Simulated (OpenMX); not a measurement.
Runs of OpenMX 3.8.5 on Sb. The structure is trigonal, space group R-3m (No. 166). The conventional cell has a = 4.365 Å, b = 4.365 Å, c = 11.422 Å, α = 90.00°, β = 90.00°, γ = 120.00°. Around Sb (site symmetry 3m) lie 3 Sb at 2.95 Å. 

| cell | gap on the mesh (eV) | pressure (GPa) | largest force (eV/Å) |
| --- | --- | --- | --- |
| R-3m, 31.41 Å³/atom | - | (a) | 0.19 |
| R-3m, 26.58 Å³/atom | none | 16.1 | (c) |
| R-3m, 29.0 Å³/atom | - | 7.7 | 0.68 |
| R-3m, 27.79 Å³/atom | 0.19 | 11.5 | 1.00 |
| R-3m, 32.62 Å³/atom | - | (b) | 0.02 |

Alike in all rows: task band structure; level PBE; potentials or basis OpenMX 2013 PBE set, Sb7.0-s3p2d2, grid cutoff 500 Ry; no spin polarisation; k mesh 7 × 7 × 7; smearing fermi-dirac 0.05 eV.

Problem. Fill in the values left out.

Solution. (a) 2.2; (b) 0.1; (c) 1.31.

Caveats: the basis has few d functions beyond the semicore shells, which can make volumes several per cent too large; spin-orbit coupling is left out, which moves the levels of the heavy elements; the basis of atomic orbitals isn't converged, which shifts pressures, moduli and gaps; forces of over 1 eV/Å show positions far from the minimum, so gaps and moduli don't describe the material at rest (some runs); the mesh misses the band edges, which the band path finds closer together (some runs).

A k mesh can miss the band edges, and the runs leave out spin-orbit coupling on Sb.

A gap of «none» marks a metal or a gap under the smearing width.
